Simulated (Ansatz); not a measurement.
Slab of fcc In (111), 4 layers

The slab is cut from the fcc crystal, which needn't be the stable phase, as relaxed on PAW files (27.52 Å³/atom), with 16 Å of vacuum and a dipole correction:

```yaml
crystal:
  lattice:
    - [3.38866, 0.00000, 0.00000]
    - [-1.69433, 2.93467, 0.00000]
    - [0.00000, 0.00000, 24.30050]
  atoms:
    - { symbol: In, position: [0.00000, 0.00000, 0.32921] }
    - { symbol: In, position: [0.33333, 0.66667, 0.44307] }
    - { symbol: In, position: [0.66667, 0.33333, 0.55693] }
    - { symbol: In, position: [0.00000, 0.00000, 0.67079] }
```

Level of theory: DFT with PBE, scalar-relativistic, in Ansatz 0.2.0; a Γ-centred 14×14×1 k mesh, Fermi–Dirac smearing of 0.08 eV, no spin polarisation. LAPW: all electrons, basis error target 1 meV/atom; PAW: frozen-core files, cutoff 420 eV.

The bulk energy comes from a cell in the slab's orientation on a 14×14×5 mesh. The surface energy is (E(slab) − N·E(bulk))/2A at zero smearing, the mean of both faces; thin slabs carry quantum-size effects.

Problem. As cut, the LAPW slab lies 0.389 eV above 4 atoms of bulk. What surface energy is that?

Solution. Over two faces of 9.94 Å² it is 19.6 meV/Å², and times 16.02 J/m² per eV/Å² that gives γ = 0.314 J/m².

```
method  γ as cut (J/m²)  γ relaxed (J/m²)  Φ as cut (eV)  Φ relaxed (eV)
  LAPW            0.314                 ?           3.72            3.73
```

Problem. Fill in "γ relaxed (J/m²)" for the row "LAPW".

Solution. 0.305.

Problem. How do the spacings between the planes relax?

Solution. From the bottom face up: d12 -2.8 % of 2.767 Å, d23 -3.7 % of 2.767 Å, d34 -2.8 % of 2.767 Å.

Problem. A field of 0.3 V/Å is applied along the normal, atoms held. What follows?

Solution. LAPW finds an induced dipole of 0.1878 e·Å a cell (PAW 0.1878), that is 11.39 Å for 4πα over the area, against 8.04 Å between the outer atoms.

Problem. What changes if relativity is switched off, at the same positions?

Solution. LAPW then gives: no gap, work function 3.78 eV.

Problem. A 3d core hole is made on one atom of each kind in every 1×1 cell (PAW hole dataset, neutral cell, valence without spin). What does it cost by layer?

Solution. layer 1 443.29 eV, layer 2 443.22 eV. Shifts between layers mean more than the absolute values, and a whole layer of holes screens otherwise than one hole.
